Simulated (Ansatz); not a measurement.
**CsCl: how the settings move a single-point run**

Aim: see which settings change the result for CsCl, by how much, and at what cost.

Method: reference: DFT, PBE, all-electron LAPW, scalar-relativistic, in Ansatz 0.2.0.

## (1) The system as given

The structure is orthorhombic, space group Cmmm (No. 65). The conventional cell has a = 5.802 Å, b = 5.860 Å, c = 4.123 Å, α = 90.00°, β = 90.00°, γ = 90.00°. Cs (site symmetry mmm) is surrounded by 8 Cl at 3.56 to 3.58 Å. Around Cl (site symmetry mmm) lie 8 Cs at 3.56 to 3.58 Å.

As a file:

```
Cs Cl
1.0
     4.12300    0.02062    0.00000
     0.02062    4.12300    0.00000
     0.00000    0.00000    4.12300
Cs Cl
1 1
Direct
  0.00000 0.00000 0.00000
  0.50000 0.50000 0.50000
```

## (2) The reference run

input.yaml

```yaml
crystal:
  lattice:
    - [4.123, 0.020615, 0.0]
    - [0.020615, 4.123, 0.0]
    - [0.0, 0.0, 4.123]
  atoms:
    - { symbol: Cs, position: [0.0, 0.0, 0.0] }
    - { symbol: Cl, position: [0.5, 0.5, 0.5] }
kpoints:
  mp_grid: { grid: [6, 6, 6] }
scf:
  occupations: { method: fermi_dirac, width: 0.03 }
hamiltonian:
  xc: pbe
  pseudopotentials: { kind: all_electron, lapw: { basis_error: 0.001 } }
output:
  forces: true
  stress: true
  eigenvalues: true
```

Started as:

```sh
$ ansatz run input.yaml --threads 1 --pin off --max-ram 2048MiB --backend cpu --events-out ev --progress --plain --runs-dir out
```

Excerpt of the output:

```text
[...]
Basis set: ecut = 113.14647752802624 eV, 179 PW (Γ), exchange–correlation at level 2
[...]
k-points: 52 of 216
[...]
SCF iter   1: F=—  HF=-224447.851676 eV  |F-HF|=—  |Δ(HF+E_count)|=         —  Δρ=1.46e-2  dr2=4.12e-1  ethr=1.03e-3  ⟨swp⟩=2.7  Hψ=7810  notcnv=0
preconditioner: auto → Resta (q_TF=auto, 2.485 Å⁻¹)  ε∞=2.6  [insulator: Δε(μ)=6.255 eV  Ē_g=14.242 eV  σ=0.030 eV  W_gap=1.00  n_scr=18 (ndim 8)  ℏωp=17.7 eV  f_vac=0.000  D(μ)=0.00/eV (n_scr^D=0)  ε∞_Penn≈2.6]
SCF iter   2: F=—  HF=-224447.446883 eV  |F-HF|=—  |Δ(HF+E_count)|=   4.05e-1  Δρ=6.39e-3  dr2=8.87e-2  ethr=1.03e-3  ⟨swp⟩=3.2  Hψ=4311  notcnv=0  defer=4
[...]
SCF iter   7: F=—  HF=-224447.443333 eV  |F-HF|=—  |Δ(HF+E_count)|=   1.21e-6  Δρ=7.36e-6  dr2=4.40e-8  ethr=1.72e-9  ⟨swp⟩=3.0  Hψ=4334  notcnv=0
SCF iter   8: F=-224447.443333 eV  HF=-224447.443333 eV  |F-HF|=3.96e-9  |Δ(HF+E_count)|=   1.63e-7  Δρ=2.78e-6  dr2=9.41e-9  ethr=1.10e-10  ⟨swp⟩=3.0  Hψ=4400  notcnv=0
[...]
SCF converged after 8 iterations
Free energy (F): -224447.443333 eV
[...]
E sigma→0 (E₀):  -224447.443333 eV
Fermi energy:    7.664635 eV
[...]
  P = ⅓ Tr σ = 1.0073 GPa (10.073 kbar)
[...]
```

Wall time 8.9 s (1 thread of Arm Neoverse V1, shared host); peak memory 0.29 GiB.

## (3) Changed: xc_grid 4

Edit input.yaml of step 2 so:

```diff
@@ -19 +19,3 @@
   eigenvalues: true
+basis:
+  xc_grid: 4
```

Started as:

```sh
$ ansatz run input.yaml --threads 1 --pin off --max-ram 2048MiB --backend cpu --events-out ev --progress --plain --runs-dir out
```

The program printed (excerpt; [...] marks lines left out):

```text
LAPW: plane waves up to 5.450 Å⁻¹, error target 1.0e-3 eV per atom; small_component_spin mean_spin; Cl in spheres of 1.753 Å, 13 of its electrons in bands, Dirac shells []; Cs in spheres of 1.806 Å, 27 of its electrons in bands, Dirac shells []
[...]
Pseudopotentials: kind: all_electron
Pseudopotential: Cs, LAPW, valence charge 27, Koelling and Harmon's equation, gaussian nucleus
Pseudopotential: Cl, LAPW, valence charge 13, Koelling and Harmon's equation, gaussian nucleus
Functional definition: PBE
[...]
Crystal: 2 atoms, lattice volume = 70.086 Å³
Basis set: ecut = 113.14647752802624 eV, 179 PW (Γ), exchange–correlation at level 4
Bands: 24, of which v1, the nominal top of the filled ones, is band 20 counted from 1 (19 counted from 0)
Symmetry: 8 space group operations
Space group: Cmmm (ITA 65), of the structure as read, at distance tolerance 4.1e-5 Å
k-points: 52 of 216
[...]
SCF iter   1: F=—  HF=-224447.851676 eV  |F-HF|=—  |Δ(HF+E_count)|=         —  Δρ=1.46e-2  dr2=4.12e-1  ethr=1.03e-3  ⟨swp⟩=2.7  Hψ=7810  notcnv=0
[...]
SCF iter   8: F=-224447.443334 eV  HF=-224447.443334 eV  |F-HF|=4.10e-9  |Δ(HF+E_count)|=   1.63e-7  Δρ=2.78e-6  dr2=9.41e-9  ethr=1.10e-10  ⟨swp⟩=3.0  Hψ=4400  notcnv=0
[...]
the search or the solves at the SCF's close seem to have found levels that the self-consistency loop had missed (the run counts 1). By its estimate they hold under 1e-12 electrons; where the run keeps them, the occupations were computed again with them
SCF converged after 8 iterations
Free energy (F): -224447.443334 eV
[...]
E sigma→0 (E₀):  -224447.443334 eV
Fermi energy:    7.664636 eV
[...]
--- Forces (eV/Å), atoms counted from 1 ---
  atom   1  Cs    -0.00000000    -0.00000000     0.00000000
  atom   2  Cl    -0.00000000     0.00000000    -0.00000000
[...]
--- Stress (GPa, compression-positive) ---
        1.007106      -0.079307      -0.000000
       -0.079307       1.007106       0.000000
       -0.000000       0.000000       1.007557
  P = ⅓ Tr σ = 1.0073 GPa (10.073 kbar)
--- Band table (eV; the first three rows and the last of 52) ---
  k-point 0: bands = ["-207.6149", "-177.1189", "-177.1187", "-177.1186", "-148.1530", "-148.1525", "-148.1519", "-61.6790", "-61.6789", "-61.6769", "-61.6764", "-61.6760", "-14.3608", "-7.1766", "-0.8567", "-0.8515", "-0.8463", "4.9958", "4.9996", "5.0035", "10.2720", "10.4035", [...]
[...]
```

Wall time 10 s (1 thread of Arm Neoverse V1, shared host); peak memory 0.29 GiB.

Changing the numerical grids hardly moves the energy: 0.0 meV/atom.

## (4) Side by side

| run | ending | energy change | pressure (GPa) | gap (eV) | force (eV/Å) | cycles | time |
| --- | --- | --- | --- | --- | --- | --- | --- |
| reference | converged | 0 | 1.0 | 5.27 | 0.00 | 8 | 8.9 s |
| 1: xc_grid 4 | converged | 0.0 meV/atom | 1.0 | 5.27 | 0.00 | 8 | 10 s |

Residual by cycle in the longest SCF loop of each run; runs are numbered as in the table. The quantity is the density residual dr2, in eV.

| cycle | reference | run 1 |
| --- | --- | --- |
| 1 | 0.412 | 0.412 |
| 2 | 0.0887 | 0.0887 |
| 3 | 0.0431 | 0.0431 |
| 4 | 0.00103 | 0.00103 |
| 5 | 1.3e-5 | 1.3e-5 |
| 6 | 6.9e-7 | 6.9e-7 |
| 7 | 4.4e-8 | 4.4e-8 |
| 8 | 9.4e-9 | 9.4e-9 |

**Reading.** Changing the numerical grids hardly moves the energy: 0.0 meV/atom. The gap of the reference lacks spin-orbit coupling, though the cell holds Cs.

The gaps are Kohn-Sham values of a semilocal functional, not quasiparticle or optical gaps. Such gaps usually fall short of the measured ones.
